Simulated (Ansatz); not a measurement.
Consider InN in the wurtzite structure (space group P6_3mc, No. 186; a = 3.537 Å, c = 5.714 Å).

Level of theory: PBEsol in Ansatz (plane waves to 420 eV, PAW, without spin-orbit coupling), earlier PAW set.

Before the change:

The band gap is zero.

It is then changed as follows: every lattice vector is shortened by 5.62 %; the atoms relax in the strained cell.

Q: Predict the new valence-band top at Γ.

A: The valence-band top at Γ (three highest levels, from the VBM) amounts to 0.00, 0.00, -0.11 eV.

Q: Predict the new band gap.

A: The band gap changes from zero to 0.20 eV.

No phonon test of stability was made. The final runs are not spin-polarised. The zero or small gap of InN can change with the level of theory.

Ansatz is a first-principles code.
